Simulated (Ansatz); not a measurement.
A vibration from a frozen displacement in AlCu3

Method: Ansatz, DFT PBEsol, scalar-relativistic, plane waves, PAW. The runs took a 420 eV cutoff, a Γ-centred 14×14×14 mesh and Gaussian smearing (0.15 eV). No spin polarisation. Energies are free energies at this smearing, counted from the undisturbed cell; pressure is positive in compression.

Zero of the scan (relaxed at this level; it needn't be the usual structure):

```yaml
crystal:
  lattice:
    - [3.63187, 0.00000, 0.00000]
    - [0.00000, 3.63187, 0.00000]
    - [0.00000, 0.00000, 3.63187]
  atoms:
    - { symbol: Al, position: [0.00000, 0.00000, 0.00000] }
    - { symbol: Cu, position: [0.50000, 0.50000, 0.00000] }
    - { symbol: Cu, position: [0.50000, 0.00000, 0.50000] }
    - { symbol: Cu, position: [0.00000, 0.50000, 0.50000] }
```

Atom 1 (Al) is moved by x along the Cartesian unit vector (0.000, 0.000, 1.000); the cell and all other atoms stay fixed. The cell's volume is 47.91 Å³; the moved atoms weigh 26.982 u together and the others 190.638 u. Some rows repeat others by symmetry and weren't run.

| x (Å) | ΔE (meV/cell) | total force on the moved atoms along the move (eV/Å) | pressure (GPa) |
| --- | --- | --- | --- |
| -0.4500 | 779.48 | 3.6288 | 7.7085 |
| -0.3938 | 590.18 | 3.1117 | 5.9122 |
| -0.3375 | 429.04 | 2.6165 | 4.3512 |
| -0.2250 | 187.53 | 1.6899 | 1.9524 |
| -0.1125 | 46.39 | 0.8277 | 0.5169 |
| 0.0000 | 0.00 | 0.0000 | 0.0396 |
| 0.1125 | 46.39 | -0.8277 | 0.5169 |
| 0.2250 | 187.53 | -1.6899 | 1.9524 |
| 0.3375 | 429.04 | -2.6165 | 4.3512 |
| 0.3938 | 590.18 | -3.1117 | 5.9122 |
| 0.4500 | 779.48 | -3.6288 | 7.7085 |

Problem. What frequency belongs to this motion?

Solution. The force constant is k = −dF/dx = 7.357 eV/Å², from the parabola through x = -0.1125, 0 and 0.1125. In every cell the moved atoms swing against the rest, so the mass is μ = m₁m₂/(m₁ + m₂) = 23.636 u, and ν̃ = 521.5 cm⁻¹ × √(|k|/μ) = 291 cm⁻¹. The pattern needn't be a normal mode: ν̃² is then a weighted mean of the squared nonzero frequencies at the zone centre of this cell, so it lies between the lowest and the highest of them.

Problem. How far does the harmonic law reach?

Solution. At x = -0.450 Å, kx²/2 = 744.93 meV against the computed 779.48 meV (+4.6 %): the well is still close to harmonic there.

Problem. The pressure changes with x². What does that say about the frequency under compression?

Solution. With E = k(V)x²/2, k ∝ V^(−2γ) and x scaling with the cell as V^(1/3), P − P0 = −∂E/∂V = (2γ − 2/3) ΔE/V. At x = 0.2250 Å, V(P − P0) = 47.91 × 1.91280 / 160.2 eV = 571.94 meV and ΔE = 187.53 meV, so γ = 1/3 + V(P − P0)/(2ΔE) = 1.86. This is the Grüneisen parameter of the motion under uniform scaling of the cell: shrinking the cell evenly by 1 % in volume raises the frequency by about 1.86 %.

In a metal these slopes depend on the k mesh and the smearing.